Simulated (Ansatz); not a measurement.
# CdSe: the change of band gap with volume per atom

Periodic Kohn-Sham DFT of a crystal at fixed atoms; Kohn-Sham levels at symmetry points; band -1 is the highest filled and +1 the lowest empty one at that point, spin up along a +z start moment. The results are calculated, by Ansatz 0.2.0.

Cell of the first row (space group F-43m, No. 216):
```
cell vectors (Å)
   0.0000     3.0076     3.0076
   3.0076     0.0000     3.0076
   3.0076     3.0076     0.0000
atoms (fractions of the cell vectors)
Cd  0.00000  0.00000  0.00000
Se  0.25000  0.25000  0.25000
```

Settings of every row: method all-electron LAPW; functional LDA; relativity scalar; k mesh 8x8x8; filling fermi-dirac; smearing width 0.03 eV; basis error target 1 meV/atom; nucleus gaussian.

Atom start moment: 0 on all atoms.

Limits: small gap, it may come from the mesh; semilocal functionals tend to give too small a gap; no spin-orbit coupling, which shifts gaps with heavier elements (CdSe).

| row | volume per atom (Å³) | band gap (eV) | smallest direct gap on path (eV) |
| --- | --- | --- | --- |
| 1 | 27.206 | 0.395 | 0.395 |
| 2 | 27.784 | 0.353 | 0.353 |
| 3 | 28.363 | 0.312 | 0.312 |
| 4 | 28.653 | 0.292 | 0.292 |
| 5 | 28.942 | 0.272 | 0.272 |
| 6 | 29.232 | 0.252 | 0.252 |
| 7 | 29.521 | ? | ? |
| 8 | 30.1 | 0.194 | 0.194 |
| 9 | 30.679 | 0.157 | 0.157 |

Question: what band gap should row 7 give?

Worked fit of band gap. Take t = volume per atom − 29, in Å³. The shown rows have t = -1.794, -1.216, -0.637, -0.347, -0.058, 0.232, 1.1, 1.679. Least squares give band gap = 0.2679 − 0.06842 × t + 0.00135 × t² eV; a straight line predicts inner rows, each left out in turn, worse (root mean square 0.0013 against 0.00022 eV). All shown rows lie on it to the printed digit. The withheld row has t = 0.521, so the fit gives 0.2679 − 0.06842 × (0.521) + 0.00135 × (0.521)² = 0.233 eV.

The calculation gave 0.233 eV. The fit meets it to the printed digit.

The other values of row 7: smallest direct gap on path 0.233 eV.
